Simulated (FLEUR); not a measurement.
# CdTe (F-43m) in FLEUR: settings compared, part 2 of 2

FLEUR MaX-R8.1 (later development tree). The steps go on from the part before.

### Step 3. Equation of state, PBEsol, 30.95 Å³/atom (volume scaled by 0.94)

Changes to inp.xml since step 2:

```diff
@@ -6,9 +6,6 @@
    <calculationSetup>
-      <cutoffs Kmax="4.26" Gmax="13.2" GmaxXC="13.2" numbands="0"/>
-      <scfLoop itmax="80" minDistance="0.0001" maxIterBroyd="30" imix="Anderson" alpha="0.05" precondParam="0.0" spinf="2.0" sdNocoIR="T"/>
-      <coreElectrons ctail="F" frcor="F" kcrel="0" coretail_lmax="0"/>
-      <xcFunctional name="LibXC" relativisticCorrections="F">
-         <LibXCName exchange="mgga_x_r2scan" correlation="mgga_c_r2scan"/>
-         <AuxGGA exchange="117" correlation="130"/>
-      </xcFunctional>
+      <cutoffs Kmax="4.39" Gmax="13.6" GmaxXC="13.6" numbands="0"/>
+      <scfLoop itmax="60" minDistance="0.00001" maxIterBroyd="15" imix="Anderson" alpha="0.05" precondParam="0.0" spinf="2.0" sdNocoIR="T"/>
+      <coreElectrons ctail="T" frcor="F" kcrel="0" coretail_lmax="0"/>
+      <xcFunctional name="PBEs" relativisticCorrections="F"/>
       <magnetism jspins="1"/>
@@ -27,3 +24,3 @@
       <xi:include xmlns:xi="http://www.w3.org/2001/XInclude" href="sym.xml"> </xi:include>
-      <bulkLattice scale="1.0">
+      <bulkLattice scale="0.9795861087">
          <bravaisMatrix>
@@ -37,3 +34,3 @@
       <species name="Tellurium (Te)" element="Te" atomicNumber="52">
-         <mtSphere radius="2.3" gridPoints="761" logIncrement="0.017"/>
+         <mtSphere radius="2.23" gridPoints="761" logIncrement="0.017"/>
          <atomicCutoffs lmax="9" lnonsphr="9"/>
@@ -54,3 +51,3 @@
       <species name="Cadmium (Cd)" element="Cd" atomicNumber="48">
-         <mtSphere radius="2.56" gridPoints="847" logIncrement="0.015"/>
+         <mtSphere radius="2.48" gridPoints="847" logIncrement="0.015"/>
          <atomicCutoffs lmax="10" lnonsphr="10"/>
```

Potentials or basis: all-electron, FLAPW.

Launch:

```
inpgen -f crystal.txt -profile fastHighL
# inp.xml edited to the form shown
fleur_MPI
```

Log:

```text
Welcome to FLEUR        (www.flapw.de)
      MaX-Release 8.1          (www.max-centre.eu)

 ========== k-point set info ==========
 Selected k-point list: default-1
 k-point list type: mesh
 7 x 7 x 7
 Number of k points: 20

 ------------Calculation Setup---------------------------
 Number of MPI-tasks      :            1
 Number of PE/node        :            1
 Number of OMP-threads    :            1
 Most efficient MPI parallelization for:
           1           2           4           5          10          20
 Additional eigenvalue parallelization possible
 Number of basis functions:          693
 Approximate size of matrices (H+S) per k-point:         0.014 GB
 --------------------------------------------------------
 Iteration:     1   Distance:       5.94185726 me/bohr^3
 Iteration:     2   Distance:       5.46356939 me/bohr^3
 Iteration:     3   Distance:       3.27958845 me/bohr^3
 Iteration:     4   Distance:       0.99520806 me/bohr^3
 Iteration:     5   Distance:       0.68125431 me/bohr^3
 Iteration:     6   Distance:       0.13212438 me/bohr^3
 Iteration:     7   Distance:       0.10176768 me/bohr^3
 Iteration:     8   Distance:       0.03660243 me/bohr^3
 Iteration:     9   Distance:       0.00725254 me/bohr^3
 Iteration:    10   Distance:       0.00381056 me/bohr^3
 Iteration:    11   Distance:       0.00031634 me/bohr^3
 Iteration:    12   Distance:       0.00030883 me/bohr^3
 Iteration:    13   Distance:       0.00001767 me/bohr^3
 Iteration:    14   Distance:       0.00000519 me/bohr^3

 ********************************************************************
 Run finished successfully
 Stop message:
   all done
 ********************************************************************
```

out.xml (last iteration):

```text
<iteration numberForCurrentRun="   14" overallNumber="   14">
         <energyParameters units="Htr">
            <atomicEP atomType="1" spin="1" branch="5s" branchLowest="-5.63" branchHighest="0.90" value="-0.2905245795"/>
            <atomicEP atomType="1" spin="1" branch="5p" branchLowest="-3.79" branchHighest="1.72" value="-0.0571874757"/>
            <atomicEP atomType="1" spin="1" branch="5d" branchLowest="-1.08" branchHighest="3.13" value="0.1428478567"/>
            <atomicEP atomType="1" spin="1" branch="4f" branchLowest="-9.99" branchHighest="1.75" value="0.2949560198"/>
[... 134 lines left out ...]
            </atomTypeDependentContributions>
            <tkbTimesEntropy value="0.0000000000"/>
            <freeEnergy value="-12387.4161251947"/>
            <extrapolationTo0K value="-12387.4161251947"/>
         </totalEnergy>
         <densityConvergence units="me/bohr^3">
            <chargeDensity spin="1" distance="0.0000051893"/>
         </densityConvergence>
      </iteration>
```

Wall time 1.9 min (1 thread of Arm Neoverse V2, shared host); peak memory 0.08 GiB.

What came out:

| Item | Value |
| --- | --- |
| Free energy | -337078.7648 eV |
| Band gap on the k mesh | 0.94 eV, direct |
| Valence electrons inside the program's atomic spheres | Te 18.85; Cd 18.49 (radii Te 2.23, Cd 2.48 bohr) |

Caveat: spin-orbit coupling is left out, which moves the levels of the heavy elements.

### Step 4. Equation of state, PBEsol, 31.60 Å³/atom (volume scaled by 0.96)

Changes to inp.xml since step 3:

```diff
@@ -24,3 +24,3 @@
       <xi:include xmlns:xi="http://www.w3.org/2001/XInclude" href="sym.xml"> </xi:include>
-      <bulkLattice scale="0.9795861087">
+      <bulkLattice scale="0.9864848297">
          <bravaisMatrix>
```

Launch:

```
inpgen -f crystal.txt -profile fastHighL
# inp.xml edited to the form shown
fleur_MPI
```

It took 2 min on 1 thread of Arm Neoverse V2, shared host; peak memory 0.08 GiB.

It converged, with:

* Free energy: -337078.8022 eV
* Band gap on the k mesh: 0.88 eV, direct
* Valence electrons inside the program's atomic spheres: Te 18.84; Cd 18.46 (radii Te 2.23, Cd 2.48 bohr)

Caveat: spin-orbit coupling is left out, which moves the levels of the heavy elements.

### Step 5. Equation of state, PBEsol, 32.26 Å³/atom (volume scaled by 0.98)

Changes to inp.xml since step 4:

```diff
@@ -24,3 +24,3 @@
       <xi:include xmlns:xi="http://www.w3.org/2001/XInclude" href="sym.xml"> </xi:include>
-      <bulkLattice scale="0.9864848297">
+      <bulkLattice scale="0.9932883884">
          <bravaisMatrix>
```

Launch:

```
inpgen -f crystal.txt -profile fastHighL
# inp.xml edited to the form shown
fleur_MPI
```

It took 2.1 min on 1 thread of Arm Neoverse V2, shared host; peak memory 0.08 GiB.

Results (log left out):

* Free energy: -337078.8292 eV
* Band gap on the k mesh: 0.82 eV, direct
* Valence electrons inside the program's atomic spheres: Te 18.83; Cd 18.45 (radii Te 2.23, Cd 2.48 bohr)

Caveat: spin-orbit coupling is left out, which moves the levels of the heavy elements.

### Step 6. Equation of state, PBEsol, 32.92 Å³/atom

Changes to inp.xml since step 5:

```diff
@@ -24,3 +24,3 @@
       <xi:include xmlns:xi="http://www.w3.org/2001/XInclude" href="sym.xml"> </xi:include>
-      <bulkLattice scale="0.9932883884">
+      <bulkLattice scale="1.0000000000">
          <bravaisMatrix>
```

Potentials or basis: all-electron, FLAPW.

Launch:

```
inpgen -f crystal.txt -profile fastHighL
# inp.xml edited to the form shown
fleur_MPI
```

Wall time 2.1 min (1 thread of Arm Neoverse V2, shared host); peak memory 0.08 GiB.

Results (log left out):

```yaml
Free_energy: -337078.8474 eV
Band_gap_on_the_k_mesh: 0.76 eV, direct
Valence_electrons_inside_the_program's_atomic_spheres: Te 18.82; Cd 18.43 (radii Te 2.23, Cd 2.48 bohr)
```

Caveat: spin-orbit coupling is left out, which moves the levels of the heavy elements.

### Step 7. Equation of state, PBEsol, 33.58 Å³/atom (volume scaled by 1.02)

Changes to inp.xml since step 6:

```diff
@@ -24,3 +24,3 @@
       <xi:include xmlns:xi="http://www.w3.org/2001/XInclude" href="sym.xml"> </xi:include>
-      <bulkLattice scale="1.0000000000">
+      <bulkLattice scale="1.0066227096">
          <bravaisMatrix>
```

Launch:

```
inpgen -f crystal.txt -profile fastHighL
# inp.xml edited to the form shown
fleur_MPI
```

Run time: 2.3 min. Hardware: 1 thread of Arm Neoverse V2, shared host; peak memory 0.08 GiB.

The run converged. Its results:

```
Free energy                                           : -337078.8574 eV
Band gap on the k mesh                                : 0.70 eV, direct
Valence electrons inside the program's atomic spheres : Te 18.82; Cd 18.41 (radii Te 2.23, Cd 2.48 bohr)
```

Caveat: spin-orbit coupling is left out, which moves the levels of the heavy elements.

### Step 8. Equation of state, PBEsol, 34.24 Å³/atom (volume scaled by 1.04)

Changes to inp.xml since step 7:

```diff
@@ -24,3 +24,3 @@
       <xi:include xmlns:xi="http://www.w3.org/2001/XInclude" href="sym.xml"> </xi:include>
-      <bulkLattice scale="1.0066227096">
+      <bulkLattice scale="1.0131594038">
          <bravaisMatrix>
```

Launch:

```
inpgen -f crystal.txt -profile fastHighL
# inp.xml edited to the form shown
fleur_MPI
```

It took 2.3 min on 1 thread of Arm Neoverse V2, shared host; peak memory 0.08 GiB.

The run converged. Its results:

```yaml
Free_energy: -337078.8599 eV
Band_gap_on_the_k_mesh: 0.64 eV, direct
Valence_electrons_inside_the_program's_atomic_spheres: Te 18.81; Cd 18.39 (radii Te 2.23, Cd 2.48 bohr)
```

Caveat: spin-orbit coupling is left out, which moves the levels of the heavy elements.

### Step 9. Equation of state, PBEsol, 34.90 Å³/atom (volume scaled by 1.06)

Changes to inp.xml since step 8:

```diff
@@ -24,3 +24,3 @@
       <xi:include xmlns:xi="http://www.w3.org/2001/XInclude" href="sym.xml"> </xi:include>
-      <bulkLattice scale="1.0131594038">
+      <bulkLattice scale="1.0196128224">
          <bravaisMatrix>
```

Potentials or basis: all-electron, FLAPW.

Launch:

```
inpgen -f crystal.txt -profile fastHighL
# inp.xml edited to the form shown
fleur_MPI
```

Wall time 2.5 min (1 thread of Arm Neoverse V2, shared host); peak memory 0.08 GiB.

The run converged. Its results:

| Property | Result |
| --- | --- |
| Free energy | -337078.8562 eV |
| Band gap on the k mesh | 0.58 eV, direct |
| Valence electrons inside the program's atomic spheres | Te 18.80; Cd 18.38 (radii Te 2.23, Cd 2.48 bohr) |

Caveat: spin-orbit coupling is left out, which moves the levels of the heavy elements.

### Step 10. Equation of state, PBEsol

Potentials or basis: all-electron, FLAPW.

This step only gathers the single runs of the series.

What came out:

- Equilibrium volume: 34.17 Å³/atom
- Bulk modulus: 42 GPa
- Pressure derivative of the bulk modulus: 4.7

Energy against volume, from the lowest point:
```csv
volume (Å³/atom),energy (meV/atom)
30.947,47.57
31.605,28.86
32.263,15.36
32.922,6.24
33.580,1.26
34.239,0.00
34.897,1.88
```

Spin-orbit coupling is left out, which matters for the levels of Te.

### Step 11. How close it comes

Step 2. A measured gap of CdTe is 1.607 eV (0 K; a printed reference work, data compilation); the calculated 1.39 eV misses it by -0.21 eV. Spin-orbit coupling on Cd, Te is left out. The value is that of r2SCAN, without temperature or zero-point motion.

Step 10. Measured bulk modulus of CdTe: 42 GPa (powder; quoted in “Multiscale insight into the Cd1-xZnxTe vibrational-mechanical properties -- High-pressure experiments and ab initio calculations”, 2023, arxiv:2306.14539). This calculation gives 42 GPa (-0.8 %). The fit is for a static lattice scaled at fixed shape and fixed fractional positions.
